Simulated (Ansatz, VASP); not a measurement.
# WS2 in two plane-wave programs

Aim: how closely do two programs agree when they are given the same cell, functional and k mesh? The cell is taken from a series of runs on this material, whose earlier steps may have relaxed, scaled, displaced or heated it; both programs get it as it stands.

Calculated with Ansatz 0.2.0; plane waves, with VASP 6.6.1 beside it; single point at PBE with D3(BJ).

## (1) Set-up

The cell holds 3 atoms: 2 S and 1 W. Its edges and angles: a = 3.180 Å, b = 3.180 Å, c = 18.125 Å, α = 90.0°, β = 90.0°, γ = 120.0°. It derives from WS2 (Tungstenite). As first built, before any earlier steps moved the atoms (in the runner's words): kind sheets cut from a layered crystal; sheets 1. Vacuum lies along c.

## (2) Ansatz: single point, PBE with D3(BJ)

Ansatz runs on its default PAW (the set named soft_2) files.

A single point gives forces, pressure and levels at one fixed geometry, so differences don't come from the geometry; what else differs is listed under the comparison.

input.yaml reads:

```yaml
crystal:
  lattice:
    - [3.18, 0.0, 0.0]
    - [-1.59, 2.753960784, 0.0]
    - [0.0, 0.0, 18.125]
  atoms:
    - { symbol: S, position: [0.666666667, 0.333333333, 0.5863523906] }
    - { symbol: S, position: [0.666666667, 0.333333333, 0.4136476094] }
    - { symbol: W, position: [0.333333333, 0.666666667, 0.5] }
hamiltonian:
  xc: pbe
  pseudopotentials: { kind: paw }
  dispersion: d3bj
kpoints:
  mp_grid: { grid: [9, 9, 1] }
  band_path:
    path:
      - [0.0, 0.0, 0.0]
      - [0.03846, 0.0, 0.0]
      - [0.07692, 0.0, 0.0]
      - [0.15385, 0.0, 0.0]
      - [0.19231, 0.0, 0.0]
      - [0.26923, 0.0, 0.0]
      - [0.30769, 0.0, 0.0]
      - [0.34615, 0.0, 0.0]
      - [0.42308, 0.0, 0.0]
      - [0.46154, 0.0, 0.0]
      - [0.5, 0.0, 0.0]
      - [0.48718, 0.02564, 0.0]
      - [0.47436, 0.05128, 0.0]
      - [0.44872, 0.10256, 0.0]
      - [0.4359, 0.12821, 0.0]
      - [0.41026, 0.17949, 0.0]
      - [0.39744, 0.20513, 0.0]
      - [0.37179, 0.25641, 0.0]
      - [0.35897, 0.28205, 0.0]
      - [0.34615, 0.30769, 0.0]
      - [0.33333, 0.33333, 0.0]
      - [0.30769, 0.30769, 0.0]
      - [0.25641, 0.25641, 0.0]
      - [0.23077, 0.23077, 0.0]
      - [0.20513, 0.20513, 0.0]
      - [0.15385, 0.15385, 0.0]
      - [0.12821, 0.12821, 0.0]
      - [0.07692, 0.07692, 0.0]
      - [0.05128, 0.05128, 0.0]
      - [0.0, 0.0, 0.0]
    npoints: 1
scf:
  occupations: { method: gaussian, width: 0.05 }
  n_extra_bands: 7
efield:
  axis: 3
  dipole_correction: true
  ramp_width: 0.04
output:
  forces: true
  eigenvalues: true
  write_density: true
  write_potential: true
  elf: true
  volumetric_format: npy
```

On the command line:

```
> ansatz run input.yaml --threads 2 --pin off --max-ram 4608MiB --backend cpu --events-out ev --progress --plain --runs-dir out
```

Numbers of over 12 decimals in the logs are rounded to 6 here.

Output:

```text
scf.n_extra_bands = 7 over 13 filled bands (N_el = 26.0): the run solves 20 bands
Engine: ansatz 0.2.0, aarch64-unknown-linux-gnu
Pseudopotentials: kind: paw
Pseudopotential: S, paw, valence charge 6, recommended cutoff 420 eV (normal), S.paw.azcp
Pseudopotential: W, paw, valence charge 14, recommended cutoff 420 eV (normal), W.paw.azcp
Functional definition: PBE
  parameter kappa = 0.804
  parameter beta = 0.066725
  exchange = pbe_x(kappa = kappa, mu = beta*pi^2/3)
  correlation = pbe_c(beta = beta)
Crystal: 3 atoms, lattice volume = 158.731 Å³
Basis set: ecut = 420 eV, 3085 PW (Γ), exchange–correlation on 48×48×250 points (8 copies of the dense FFT grid, shifted against one another)
Bands: 20, of which v1, the nominal top of the filled ones, is band 13 counted from 1 (12 counted from 0)
Symmetry: 6 space group operations
k-points: 12 of 81 (time reversal used)
Non-local potential: S, projectors of the file, l = 0: 2, l = 1: 2, l = 2: 2
Non-local potential: W, projectors of the file, l = 0: 3, l = 1: 2, l = 2: 2, l = 3: 1
PAW form: soft (Blöchl's): semilocal exchange-correlation on the pseudo side does not see the compensation charge
PAW one-centre angular grid: S, 110 points (default); XC on 64 Gauss nodes
PAW one-centre angular grid: W, 590 points (default); XC on 64 Gauss nodes
Initial density: superposition of atomic densities (neutral atoms: chi_scale 0, normalization atom), corrected by the library's trained network
Initial wavefunctions: pseudopotential atomic-orbital guess
Functional: x = pbe(κ = 0.804, μ = 0.219515), c = pbe(β = 0.066725)
SCF iter   1: F=—  HF=-12192.350297 eV  |F-HF|=—  |Δ(HF+E_count)|=         —  Δρ=3.35e-3  dr2=2.12e-2  ethr=1.77e-3  p=-0.000 e·Å  D=-4.06e-15 V/Å  ΔV_dip=0.00 eV  dr2_dipole=1.25e-7  V_vac-E_F(+/−)=5.13/5.13 eV  ⟨swp⟩=8.6  Hψ=1638  notcnv=0
efield: sawtooth ramp at fractional position 0.9800 (placed from the atoms, in the widest stretch of the axis that holds none; the zero of the levels goes with the place), width 0.0400; the density the first Hamiltonian is built on has a dipole p = -0.000 e·Å; the dipole correction subtracts the counter field D = -4.06e-15 V/Å, which shifts the + side's vacuum level by +0.00 eV against the − side's; the planar-averaged density in the ramp window peaks in size at 5.1e-5 e/Å³
preconditioner: auto → none  [insulator: Δε(μ)=1.800 eV  Ē_g=10.315 eV  σ=0.050 eV  W_gap=1.00  n_scr=10 (ndim 8)  ℏωp=12.5 eV  f_vac=0.632  D(μ)=0.00/eV (n_scr^D=0)  ε∞_Penn≈2.5]
SCF iter   2: F=—  HF=-12192.362373 eV  |F-HF|=—  |Δ(HF+E_count)|=   1.21e-2  Δρ=3.44e-3  dr2=5.91e-2  ethr=8.14e-5  p=0.000 e·Å  D=2.67e-4 V/Å  ΔV_dip=-0.00 eV  dr2_dipole=2.66e-6  V_vac-E_F(+/−)=4.70/4.70 eV  ⟨swp⟩=3.8  Hψ=604  notcnv=0  defer=31
SCF iter   3: F=—  HF=-12192.354399 eV  |F-HF|=—  |Δ(HF+E_count)|=   7.97e-3  Δρ=1.26e-3  dr2=2.08e-3  ethr=8.14e-5  p=-0.000 e·Å  D=-2.19e-4 V/Å  ΔV_dip=0.00 eV  dr2_dipole=2.61e-6  V_vac-E_F(+/−)=4.92/4.92 eV  ⟨swp⟩=2.2  Hψ=340  notcnv=0  defer=31
SCF iter   4: F=—  HF=-12192.356208 eV  |F-HF|=—  |Δ(HF+E_count)|=   1.81e-3  Δρ=3.13e-4  dr2=4.74e-4  ethr=7.99e-6  p=0.001 e·Å  D=1.62e-3 V/Å  ΔV_dip=-0.03 eV  dr2_dipole=1.25e-4  V_vac-E_F(+/−)=4.80/4.83 eV  ⟨swp⟩=2.1  Hψ=315  notcnv=0  defer=31
SCF iter   5: F=—  HF=-12192.356322 eV  |F-HF|=—  |Δ(HF+E_count)|=   1.14e-4  Δρ=2.71e-4  dr2=9.85e-4  ethr=1.82e-6  p=-0.002 e·Å  D=-2.53e-3 V/Å  ΔV_dip=0.05 eV  dr2_dipole=2.98e-4  V_vac-E_F(+/−)=4.83/4.79 eV  ⟨swp⟩=2.4  Hψ=314  notcnv=0  defer=31
SCF iter   6: F=—  HF=-12192.356220 eV  |F-HF|=—  |Δ(HF+E_count)|=   1.02e-4  Δρ=9.18e-5  dr2=3.68e-5  ethr=1.82e-6  p=-0.000 e·Å  D=-4.46e-4 V/Å  ΔV_dip=0.01 eV  dr2_dipole=9.73e-6  V_vac-E_F(+/−)=4.82/4.81 eV  ⟨swp⟩=2.0  Hψ=236  notcnv=0  defer=31
SCF iter   7: F=—  HF=-12192.356099 eV  |F-HF|=—  |Δ(HF+E_count)|=   1.21e-4  Δρ=1.91e-5  dr2=5.70e-7  ethr=1.42e-7  p=-0.000 e·Å  D=-3.29e-5 V/Å  ΔV_dip=0.00 eV  dr2_dipole=5.70e-8  V_vac-E_F(+/−)=4.81/4.81 eV  ⟨swp⟩=2.3  Hψ=318  notcnv=0  defer=31
iter 8 met the thresholds in force, and the SCF goes on: an eigenvalue changes by 15.30 meV, over its tolerance of 10.00 meV (output.eigenvalues, Limitations)
SCF iter   8: F=-12192.356099 eV  HF=-12192.356099 eV  |F-HF|=5.68e-8  |Δ(HF+E_count)|=   2.04e-7  Δρ=5.55e-6  dr2=3.84e-8  ethr=3.85e-10  p=0.000 e·Å  D=2.68e-6 V/Å  ΔV_dip=-0.00 eV  dr2_dipole=1.60e-10  V_vac-E_F(+/−)=4.81/4.81 eV  ⟨swp⟩=19.9  Hψ=2310  notcnv=0
iter 9 met the thresholds in force, and the SCF goes on: an eigenvalue changes by 12.52 meV, over its tolerance of 10.00 meV (output.eigenvalues, Limitations)
SCF iter   9: F=-12192.356099 eV  HF=-12192.356099 eV  |F-HF|=1.19e-8  |Δ(HF+E_count)|=   5.82e-8  Δρ=1.44e-6  dr2=4.34e-9  ethr=1.48e-10  p=-0.000 e·Å  D=-3.71e-6 V/Å  ΔV_dip=0.00 eV  dr2_dipole=4.47e-10  V_vac-E_F(+/−)=4.81/4.81 eV  ⟨swp⟩=11.2  Hψ=1813  notcnv=0
Mixer restart at iter 9: flushing history
SCF iter  10: F=-12192.356099 eV  HF=-12192.356099 eV  |F-HF|=1.48e-7  |Δ(HF+E_count)|=   3.01e-8  Δρ=2.63e-6  dr2=1.16e-7  ethr=1.67e-11  p=0.000 e·Å  D=2.82e-5 V/Å  ΔV_dip=-0.00 eV  dr2_dipole=3.49e-8  V_vac-E_F(+/−)=4.81/4.81 eV  ⟨swp⟩=3.1  Hψ=421  notcnv=0  κ⁻¹=1.0e0(r=1)
SCF iter  11: F=-12192.356099 eV  HF=-12192.356099 eV  |F-HF|=1.13e-8  |Δ(HF+E_count)|=   1.38e-8  Δρ=1.10e-6  dr2=9.59e-9  ethr=1.67e-11  p=-0.000 e·Å  D=-6.08e-6 V/Å  ΔV_dip=0.00 eV  dr2_dipole=2.18e-9  V_vac-E_F(+/−)=4.81/4.81 eV  ⟨swp⟩=10.4  Hψ=1740  notcnv=0
SCF 1 converged in 11 iterations: F = -12192.356099 eV  dr2 = 9.59e-9
  greatest PAW one-centre occupation: 1.000 electrons in one spin orbital (limit 2), on the W atom at site 2 (counted from 0), in its partial waves of l = 0
NSCF: frozen V_eff on 30 k-points
efield: sawtooth ramp at fractional position 0.9800 (kept from the solve that this one continues, or follows in the run), width 0.0400; the density the first Hamiltonian is built on has a dipole p = -0.000 e·Å; the dipole correction subtracts the counter field D = -6.08e-6 V/Å, which shifts the + side's vacuum level by +0.00 eV against the − side's; the planar-averaged density in the ramp window peaks in size at 2.0e-6 e/Å³
SCF converged after 11 iterations
an eigenvalue changed by more than its tolerance at an iteration that met the thresholds in force, so the SCF went on 2 times, its first undamped step at iteration 9: the last check found none over its tolerance
Free energy (F): -12192.356099 eV
Harris-Foulkes:  -12192.356099 eV  (|F-HF|=1.13e-8)
Internal energy: -12192.356099 eV  (E = F + TS)
E sigma→0 (E₀):  -12192.356099 eV
Fermi energy:    0.824174 eV
Dipole field:    D = 0.000064 V/Å  (p = 0.000057 e·Å, saw-weighted, corrected)
Work function:   Φ+ = 4.8128 eV   Φ− = 4.8140 eV
Levels:          The Fermi level and band energies are counted from a zero that moves with the ramp; work functions are not
--- Per-component energies (eV) ---
  E_band       = -476.115184
  E_kinetic    = 665.781669
  E_local      = -13705.164945  (includes V_loc(G=0)·N_el)
  E_nonlocal   = 57.278625
  E_hartree    = 6527.870057
  E_xc         = -461.911517
  E_vxc        = -414.679407  (∫ρ·V_xc dr)
  E_paw        = -9763.106327  (= ΣΔE_a)
  E_vpaw       = -135.068891  (= ΣTr[D̂ρ^β])
  E_aug_tail   = -0.000060  (compensation charges beyond the density's cutoff)
  E_efield     = 0.000000  (sawtooth field / dipole correction)
  E_vefield    = 0.000000  (∫n·V_field dr)
  E_ewald      = 4487.817683
  E_disp       = -0.921284  (pairwise vdW)
  E_smearing   = -0.000000  (= −TS)
  E_closure    = -0.000000  (closes the sum)
  Σ components = -12192.356099   (vs F -12192.356099, Δ=0.00e0)
--- Forces (eV/Å), atoms counted from 1 ---
  atom   1  S      0.00000000     0.00000000     0.07248199
  atom   2  S     -0.00000000    -0.00000000    -0.07247361
  atom   3  W     -0.00000000    -0.00000000    -0.00004209
  max |Σ_I F_I| component: 3.37e-5 eV/Å
--- Band table (eV; the first three rows and the last of 12) ---
  k-point 0: bands = [... 9 lower, -2.1820, -1.7149, -1.7149, -0.1141, 2.8143, 2.8143, 2.9795, 2.9795, ... 3 higher]
  k-point 1: bands = [... 9 lower, -2.7591, -2.0184, -1.4517, -0.2310, 2.5470, 2.6850, 2.8073, 3.1765, ... 3 higher]
  k-point 2: bands = [... 9 lower, -2.6286, -2.2549, -1.6258, -0.7616, 2.2232, 2.5229, 2.9413, 3.8768, ... 3 higher]
  k-point 11: bands = [... 9 lower, -3.9721, -3.3205, -2.4424, -0.0859, 1.7342, 3.2828, 3.9769, 5.4755, ... 3 higher]
```

In the SCF lines HF is the Harris–Foulkes energy and dr2 the Hartree energy of the density residual, in eV; the loop may stop once dr2 is under the threshold and the program's other checks hold. Hψ counts applications of the Hamiltonian.

## (3) VASP: single point, PBE with D3(BJ)

The same cell, functional, mesh and smearing now go to VASP, with its own data sets and cutoff.

Lines of VASP's logs that name or quote its potential files are left out, and so is its time.

INCAR reads:

```
SYSTEM = WS2
PREC = Accurate
ENCUT = 400
EDIFF = 1E-06
NELM = 100
ISMEAR = 0
SIGMA = 0.05
LREAL = .FALSE.
ALGO = Normal
GGA = PE
IVDW = 12
NBANDS = 15
LASPH = .TRUE.
LORBIT = 11
LWAVE = .FALSE.
LCHARG = .FALSE.
KPAR = 2
ISIF = 0
LDIPOL = .TRUE.
IDIPOL = 3
DIPOL = 0.5 0.5 0.5
LVHAR = .TRUE.
```

POSCAR reads:

```
WS2
1.0
    3.1800000000      0.0000000000      0.0000000000
   -1.5900000000      2.7539607840      0.0000000000
    0.0000000000      0.0000000000     18.1250000000
S W
2 1
Direct
    0.6666666670      0.3333333330      0.5863523906
    0.6666666670      0.3333333330      0.4136476094
    0.3333333330      0.6666666670      0.5000000000
```

KPOINTS reads:

```
Automatic mesh
0
Gamma
9 9 1
0 0 0
```

The projector-augmented-wave data sets are S and W (PBE family, release 64).

On the command line:

```
> mpirun -np 2 vasp_std
```

Output:

```text
[banner, memory and clock lines left out]
running    2 mpi-ranks, on    1 nodes
 distrk:  each k-point on    1 cores,    2 groups
 distr:  one band on    1 cores,    1 groups

 POSCAR found type information on POSCAR S W
 POSCAR found :  2 types and       3 ions
 LDA part: xc-table for (Slater+PW92), standard interpolation
 POSCAR, INCAR and KPOINTS ok, starting setup
 FFT: planning ... GRIDC
 FFT: planning ... GRID_SOFT
 FFT: planning ... GRID
 WAVECAR not read
 entering main loop
       N       E                     dE             d eps       ncg     rms          rms(c)
DAV:   1     0.114636371098E+03    0.11464E+03   -0.56902E+03   360   0.737E+02
DAV:   2    -0.122101661864E+02   -0.12685E+03   -0.11721E+03   566   0.178E+02
DAV:   3    -0.249325877548E+02   -0.12722E+02   -0.12563E+02   507   0.641E+01
DAV:   4    -0.251837737717E+02   -0.25119E+00   -0.25016E+00   466   0.109E+01
DAV:   5    -0.251905414179E+02   -0.67676E-02   -0.67660E-02   524   0.168E+00    0.277E+01
DAV:   6    -0.239373903247E+02    0.12532E+01   -0.35289E+00   547   0.134E+01    0.121E+01
DAV:   7    -0.237979482916E+02    0.13944E+00   -0.10805E+00   458   0.836E+00    0.614E+00
DAV:   8    -0.237253088207E+02    0.72639E-01   -0.15363E-01   493   0.331E+00    0.933E-01
DAV:   9    -0.237236115047E+02    0.16973E-02   -0.26213E-02   500   0.112E+00    0.461E-01
DAV:  10    -0.237218597239E+02    0.17518E-02   -0.68447E-03   507   0.577E-01    0.203E-01
DAV:  11    -0.237217637882E+02    0.95936E-04   -0.54172E-04   493   0.189E-01    0.665E-02
DAV:  12    -0.237215805713E+02    0.18322E-03   -0.26816E-04   493   0.999E-02    0.399E-02
DAV:  13    -0.237215928311E+02   -0.12260E-04   -0.41183E-05   472   0.404E-02    0.217E-02
DAV:  14    -0.237217126050E+02   -0.11977E-03   -0.39017E-05   444   0.305E-02    0.320E-02
DAV:  15    -0.237217322194E+02   -0.19614E-04   -0.77726E-06   423   0.160E-02    0.634E-03
DAV:  16    -0.237217681557E+02   -0.35936E-04   -0.75614E-06   430   0.107E-02    0.827E-03
DAV:  17    -0.237217713788E+02   -0.32232E-05   -0.11403E-06   443   0.466E-03    0.251E-03
DAV:  18    -0.237218073214E+02   -0.35943E-04   -0.18272E-06   410   0.474E-03    0.163E-03
DAV:  19    -0.237218142334E+02   -0.69120E-05   -0.18776E-07   411   0.209E-03    0.123E-03
DAV:  20    -0.237218258913E+02   -0.11658E-04   -0.10196E-06   345   0.299E-03    0.118E-03
DAV:  21    -0.237218269994E+02   -0.11081E-05   -0.70563E-08   383   0.122E-03    0.256E-04
DAV:  22    -0.237218276227E+02   -0.62338E-06   -0.33333E-08   285   0.540E-04
   1 F= -.24643008E+02 E0= -.24643008E+02  d E =-.230014E-11
```

From OUTCAR (step 3):

```text
ion  position               nearest neighbor table
   1  0.667  0.333  0.586-   3 2.41   3 2.41   3 2.41
   2  0.667  0.333  0.414-   3 2.41   3 2.41   3 2.41
   3  0.333  0.667  0.500-   1 2.41   2 2.41   1 2.41   2 2.41   1 2.41   2 2.41

  LATTYP: Found a hexagonal cell.
 ALAT       =     3.1800000000
 C/A-ratio  =     5.6996855346

 Subroutine GETGRP returns: Found 12 space group operations
 (whereof 12 operations were pure point group operations)

The static configuration has the point symmetry D_3h.

 Found     12 irreducible k-points:

   k-points           NKPTS =     12   k-points in BZ     NKDIM =     12   number of bands    NBANDS=     15

   dimension x,y,z NGX =    24 NGY =   24 NGZ =  120
   dimension x,y,z NGXF=    48 NGYF=   48 NGZF=  240

   ENCUT  =  400.0 eV  29.40 Ry    5.42 a.u.   5.19  5.19 29.56*2*pi/ulx,y,z

   NELECT =      18.0000    total number of electrons

 k-points in reciprocal lattice and weights: Automatic mesh
   0.00000000  0.00000000  0.00000000       0.012
   0.11111111 -0.00000000  0.00000000       0.074
   0.22222222  0.00000000  0.00000000       0.074
   0.33333333 -0.00000000  0.00000000       0.074
   0.44444444  0.00000000  0.00000000       0.074
   0.11111111  0.11111111  0.00000000       0.074
   0.22222222  0.11111111  0.00000000       0.148
   0.33333333  0.11111111  0.00000000       0.148
   0.44444444  0.11111111  0.00000000       0.074
   0.22222222  0.22222222  0.00000000       0.074
   0.33333333  0.22222222  0.00000000       0.148
   0.33333333  0.33333333  0.00000000       0.025

 dipolmoment           0.000000      0.000000     -0.000000 electrons x Angstroem

 average (electrostatic) potential at core
       1 -93.3154       2 -93.3154       3 -47.5873

 E-fermi :  -1.6405

 k-point     1 :       0.0000    0.0000    0.0000
  band No.  band energies     occupation
    ...
      5      -4.7251      2.00000
      6      -3.9524      2.00000
      7      -3.4813      2.00000
      8      -3.4813      2.00000
      9      -1.9089      2.00000
     10       1.0406      0.00000
     11       1.0406      0.00000
     12       1.2011      0.00000
     13       1.2011      0.00000
     14       3.1367      0.00000
    ...

 k-point     2 :       0.1111   -0.0000    0.0000
  band No.  band energies     occupation
    ...
      5      -4.5711      2.00000
      6      -4.5280      2.00000
      7      -3.7847      2.00000
      8      -3.2248      2.00000
      9      -2.0253      2.00000
     10       0.7689      0.00000
     11       0.9089      0.00000
     12       1.0281      0.00000
     13       1.3985      0.00000
     14       3.5546      0.00000
    ...

 k-point     3 :       0.2222    0.0000    0.0000
  band No.  band energies     occupation
    ...
      5      -5.4773      2.00000
      6      -4.3948      2.00000
      7      -4.0232      2.00000
      8      -3.4064      2.00000
      9      -2.5501      2.00000
     10       0.4413      0.00000
     11       0.7386      0.00000
     12       1.1645      0.00000
     13       2.0887      0.00000
     14       4.2585      0.00000
    ...

 Edisp (eV)   -0.92118

  energy-cutoff  :      400.00
  volume of cell :      158.73
      direct lattice vectors                 reciprocal lattice vectors
     3.180000000  0.000000000  0.000000000     0.314465409  0.181556688  0.000000000
    -1.590000000  2.753960784  0.000000000     0.000000000  0.363113377  0.000000000
     0.000000000  0.000000000 18.125000000     0.000000000  0.000000000  0.055172414

 POSITION                                       TOTAL-FORCE (eV/Angst)
 -----------------------------------------------------------------------------------
      1.59000      0.91799     10.62764         0.000000     -0.000000      0.012518
      1.59000      0.91799      7.49736         0.000000     -0.000000     -0.012518
     -0.00000      1.83597      9.06250        -0.000000      0.000000      0.000000
 -----------------------------------------------------------------------------------
    total drift:                               -0.000002      0.000001     -0.000000

  FREE ENERGIE OF THE ION-ELECTRON SYSTEM (eV)
  ---------------------------------------------------
  free  energy   TOTEN  =       -24.6430080515 eV

  energy  without entropy=      -24.6430080514  energy(sigma->0) =      -24.64300805

 vacuum level on the upper side and lower side of the slab         3.839         3.839

 total charge
# of ion       s       p       d       tot
------------------------------------------
    1        1.359   2.360   0.000   3.718
    2        1.359   2.360   0.000   3.718
    3        0.563   0.707   4.239   5.510
--------------------------------------------------
tot          3.281   5.426   4.239  12.946

[... 3 further parts left out ...]
```

This run has no spin polarisation, so a moment on W, if there is one, isn't seen. The data set W keeps the semicore shell frozen, which is cheaper and a little less accurate.

## (4) Side by side

Known differences besides the potentials themselves: the data sets hold 26 valence electrons in Ansatz (default PAW (the set named soft_2) files) and 18 in VASP; the cutoff is 420 eV in Ansatz and 400 eV in VASP. Total energies have different zeros and are not compared.

Both answers:

```csv
quantity,Ansatz,VASP,difference
gap on the k mesh (eV),1.820,1.813,+0.007
```

At this near-relaxed geometry the largest component of a force difference is 60 meV/Å. A gap on the mesh is an upper bound, since the band edges may lie between its points; neither run holds spin-orbit coupling, which can move the band edges of a compound of W.

## (5) Further runs

Further runs change the set-up of one program: Ansatz's method, potentials or start, or VASP's data sets, cutoff or form of LDA. The table gives Ansatz less VASP for each quantity, since a change that brings one quantity closer may part another.

```csv
run,r.m.s. force difference (meV/Å),gap on the k mesh (eV)
as above,28,0.0068
VASP with the data sets S_GW and W_sv_GW and a cutoff of 520 eV,4.5,0.0023
VASP with the data sets S_h and W and a cutoff of 650 eV,19,0.0082
```

## (6) Summary of results

* r.m.s. force difference (single point, PBE with D3(BJ)): 28 meV/Å

The r.m.s. force difference is 28 meV/Å (single point, PBE with D3(BJ)), beyond the 12 meV/Å picked in this series as the mark of a large difference. Single point, PBE with D3(BJ), VASP with the data sets S_GW and W_sv_GW and a cutoff of 520 eV: r.m.s. force difference goes from 28 to 4.5 meV/Å; the difference in gap on the k mesh goes from 0.0068 to 0.0023 eV. Single point, PBE with D3(BJ), VASP with the data sets S_h and W and a cutoff of 650 eV: r.m.s. force difference goes from 28 to 19 meV/Å. How closely two codes agree says nothing of how well the functional describes the real material.

[Lines on the potential files, build, host, timing and source positions are cut from VASP's logs without a mark.]

[Logs are printed without paths, hosts, clocks, repeated set-up lines and the standing remarks that a program may print on its own settings, such as how far it seeks lower states.]

[Hosts, paths, dates, database ids (printed as entryN), source tags and the programs' standing remarks are cut or masked in the printed files.]
